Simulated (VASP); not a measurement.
Wanted: the native input for a VASP 6.6.1 run.

```yaml
Task: single point
Functional: PBEsol
Potentials_or_basis: VASP PAW PBE potentials, release 64 (Se, Ti_sv)
Cutoff: 520 eV
k_mesh: 9 × 9 × 5
Occupations: fermi-dirac, width 0.05 eV
Spin: no spin polarisation
Ladder: free
Further_INCAR_settings: ALGO = Normal; EDIFF = 1e-07; NBANDS = 19
```

The structure of TiSe2 lies in POSCAR:

```
TiSe2
1.0
    3.5360000000      0.0000000000      0.0000000000
   -1.7680000000      3.0622658278      0.0000000000
    0.0000000000      0.0000000000      6.0040000000
Se Ti
2 1
Direct
    0.6666666667      0.3333333333      0.7448000000
    0.3333333333      0.6666666667      0.2552000000
    0.0000000000      0.0000000000      0.0000000000
```

One way to write it, as run:

INCAR

```
SYSTEM = TiSe2
ALGO = Normal
EDIFF = 1E-7
ENCUT = 520
GGA = PS
ISIF = 2
ISMEAR = -1
LASPH = .TRUE.
LCHARG = .FALSE.
LREAL = .FALSE.
LWAVE = .FALSE.
NBANDS = 19
NELM = 80
PREC = Accurate
SIGMA = 0.05
```

KPOINTS

```
k-points
0
G
  9 9 5
  0 0 0
```

Potentials or basis: VASP PAW PBE potentials, release 64 (Se, Ti_sv).

Run with:

```console
$ cat potpaw_PBE.64/Se/POTCAR potpaw_PBE.64/Ti_sv/POTCAR > POTCAR
$ mpirun -np 1 vasp_std > vasp.out
```

Results of the run:

```yaml
Pressure: -2.2 GPa
Largest_force: 0.072 eV/Å
Band_gap_on_the_k_mesh: none (metal or under the smearing width)
```

Caveat: the PAW data sets were made with another functional, which shifts forces and pressure a little; this functional lacks dispersion, which binds the layers, so the pressure and a relaxed spacing across them are unreliable.

Wall time 94 s on 1 thread of AMD EPYC 7R43 64-Core Processor (Zen 3), on a shared host, peak memory 0.18 GiB.
